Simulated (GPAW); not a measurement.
Band structure of InN (P6_3mc, 4 atoms in the cell).

```
InN
1.0
    3.55879     0.00000     0.00000
   -1.77939     3.08200     0.00000
    0.00000     0.00000     5.74575
In N
2 2
Direct
  0.66667   0.33333   0.50048
  0.33333   0.66667   0.00048
  0.66667   0.33333   0.87952
  0.33333   0.66667   0.37952
```

Level of theory: PBE, GPAW PAW datasets PBE (gpaw-data 1.0.1) (plane waves; GPAW).

Settings: mode = pw; ecut = 950 eV; xc = PBE; kpts = 7 7 4; mesh shift (steps) = 0 0 0; occupations.name = fermi-dirac; occupations.width = 0.1 eV; nbands = -12; convergence.density = 1e-05 e/electron; convergence.energy = 1e-05 eV/electron; symmetry.symmorphic = false; symmetry.tolerance = 0.0005; maxiter = 100; bandpath_npoints = 40.

The starting cell comes from a database of computed structures (which also holds hypothetical and non-ambient phases and stackings), without a prior relaxation at this level. Its lattice was rescaled by a random factor within 2.5 % of one. The run gives no clean gap (levels at the Fermi energy touch, overlap or are partly filled at this smearing), which alone does not show that the compound is a metal.

Levels in eV from the Fermi level, bands 15 to 22:
| point | 15 | 16 | 17 | 18 | 19 | 20 | 21 | 22 |
|---|---|---|---|---|---|---|---|---|
| Γ | -1.05 | -0.48 | -0.20 | -0.19 | -0.19 | 2.53 | 6.63 | 8.80 |
| M | -3.52 | -2.47 | -1.85 | -1.05 | 3.58 | 4.26 | 5.06 | 6.12 |
| K | -4.36 | -2.50 | -2.50 | -2.27 | 4.75 | 5.46 | 5.46 | 6.50 |
| A | -0.62 | -0.62 | -0.62 | -0.62 | 2.11 | 2.11 | 6.80 | 6.80 |
| L | -1.79 | -1.79 | -1.71 | -1.71 | 3.20 | 3.20 | 6.26 | 6.26 |
| H | -3.44 | -3.44 | -1.41 | -1.41 | 4.95 | 4.95 | 5.90 | 5.90 |

Bands cross the Fermi level along this path, so the cell is metallic at this level.
